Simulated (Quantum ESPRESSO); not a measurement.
The system is PtS2.

```xyz
3
Lattice="3.5432 0.0000 0.0000 -1.7716 3.0685 0.0000 0.0000 0.0000 5.0388" Properties=species:S:1:pos:R:3 pbc="T T T"
Pt    0.0000    0.0000    0.0000
S     1.7716    1.0228    3.8950
S     0.0000    2.0457    1.1438
```

Base run:

```yaml
Program: Quantum ESPRESSO 7.5
Functional: AM05
Potentials_or_basis: GBRV 1.5 PBE
Cutoff: 612 eV
Density_cutoff: 4898 eV
k_mesh: 8 × 8 × 4, shifted
Occupations: fermi-dirac, width 0.05 eV
Spin: no spin polarisation
```

Its results: pressure 6.1 GPa; largest force 0.803 eV/Å; electronic dielectric tensor (diagonal) 18.68, 18.68, 9.23.

**Question.** The run is repeated on the same cell with these changes: functional from AM05 to BLYP. What comes out?

**Answer.** Pressure 19.3 GPa; largest force 1.863 eV/Å; electronic dielectric tensor (diagonal) 17.96, 17.96, 8.77.

BLYP binds less tightly than AM05, so the same cell stands under more pressure.

Caveats: the potentials were made for another functional, which shifts forces and pressure; the cell is more than 3 GPa from zero pressure, which shifts response properties.
